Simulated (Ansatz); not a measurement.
Si$_{7}$Ge: strain energy, fitted

Si$_{7}$Ge, P-43m, a = 5.468 Å. The structure is a Materials Project entry; whether it is the stable form wasn't checked. Ansatz: r2SCAN, PAW, 500 eV, Γ-centred 8×8×8 mesh on 8 atoms, Gaussian smearing 0.02 eV; no spin polarisation. Series: biaxial strain in the a-b plane, c and atoms relaxed; x is the strain in per cent. y is the free energy over the unstrained cell, V0 = 20.436 Å³/atom.

```
x (%) y (meV/atom)
 -4.0             ?
 -2.0          9.60
  0.0          0.00
  2.0          8.71
  4.0         33.67
```

Question: Fit y = c2 x² + c3 x³ to the other rows, turn c2 into a modulus, and predict the missing energy.

Answer: Least squares on the rows shown. y = 2.2962 x² − 0.048186 x³. In eV per unit strain² c2 is 22.96; M is the biaxial modulus (E = M V0 ε²): 22.96 × 160.2 / (20.436) = 180 GPa. The unstrained cell keeps some stress along the strain, worth a slope of -0.07 meV/atom per %, which the form leaves out. At x = -4.0 the fit asked for gives 39.82 meV/atom. The run gave 39.68 meV/atom, so the fit is 0.14 meV/atom too high, a small miss on the scale of the series. The form still works here, 33 % of the fitted range beyond its end.